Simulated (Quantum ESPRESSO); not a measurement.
**RbCl: equation of state with PBE**

RbCl:

```
Rb Cl
1.0
     0.00000    3.27400    3.27400
     3.27400    0.00000    3.27400
     3.27400    3.27400    0.00000
Rb Cl
1 1
Cartesian
  0.0000 0.0000 0.0000
  3.2740 3.2740 3.2740
```

```yaml
Program: Quantum ESPRESSO 7.5
Task: equation of state
Functional: PBE
Potentials_or_basis: SSSP 1.3 efficiency PBE
Cutoff: 816 eV
Density_cutoff: 5987 eV
k_mesh: 7 × 7 × 7
Occupations: fermi-dirac, width 0.05 eV
Spin: no spin polarisation
```

```yaml
Equilibrium_volume: "37.59 Å³/atom (rough: see the caveat)"
Bulk_modulus: 14.2 GPa (rough)
```

Energy against volume, from the lowest point:
| volume (Å³/atom) | energy (meV/atom) |
| --- | --- |
| 32.989 | 32.18 |
| 33.690 | 22.10 |
| 34.392 | 14.20 |
| 35.094 | 8.23 |
| 35.796 | 4.00 |
| 36.498 | 1.31 |
| 37.200 | 0.00 |

All runs of the series together: 77 s on 2 threads of Intel(R) Xeon(R) 6975P-C (Granite Rapids), on a shared host.

Caveat: the minimum lies outside the volumes run.
